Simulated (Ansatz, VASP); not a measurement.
**One calculation of LiCl, two programs**

File INCAR:

```
PREC = Accurate
ENCUT = 520
EDIFF = 1E-6
ISMEAR = 0
SIGMA = 0.02
LREAL = False
LASPH = True
NELM = 100
ALGO = Normal
ISIF = 2
LWAVE = False
LCHARG = False
GGA = PE
NBANDS = 12
```

Contents of KPOINTS:

```
regular mesh
0
Gamma
  8 8 8
```

POSCAR

```
LiCl
1.0
    0.0000000000      2.5491226320      2.5491226320
    2.5491226320      0.0000000000      2.5491226320
    2.5491226320      2.5491226320      0.0000000000
Li Cl
1 1
Direct
    0.0000000000      0.0000000000      0.0000000000
    0.5000000000      0.5000000000      0.5000000000
```

Input for Ansatz:

```yaml
crystal:
  lattice:
    - [0.0, 2.549122632, 2.549122632]
    - [2.549122632, 0.0, 2.549122632]
    - [2.549122632, 2.549122632, 0.0]
  atoms:
    - { symbol: Li, position: [0.0, 0.0, 0.0] }
    - { symbol: Cl, position: [0.5, 0.5, 0.5] }
basis:
  ecutwfc: 420
kpoints:
  mp_grid: { grid: [8, 8, 8] }
hamiltonian:
  xc: pbe
scf:
  occupations: { method: gaussian, width: 0.02 }
output:
  forces: true
  stress: true
  eigenvalues: true
```

Alike in both runs: task single point; functional PBE; k mesh 8 × 8 × 8; occupations gaussian, width 0.02 eV; no spin polarisation.

|  | VASP | Ansatz |
| --- | --- | --- |
| version | VASP 6.6.1 | Ansatz 0.2.0 |
| potentials or method | VASP PAW PBE potentials, release 64 (Li_sv, Cl) | scalar-relativistic, plane waves, PAW |
| plane-wave cutoff (eV) | 520 | 420 |
| valence electrons in the cell | 10 | 10 |

Ansatz gave:

| Item | Value |
| --- | --- |
| gap on the k mesh at the Fermi level (eV) | 6.43 |
| least direct gap on the mesh (eV) | 6.43 |

Task: Which values does VASP return?

Result: gap on the k mesh at the Fermi level (eV): 6.45; least direct gap on the mesh (eV): 6.45.

 A k mesh can miss the band edges.
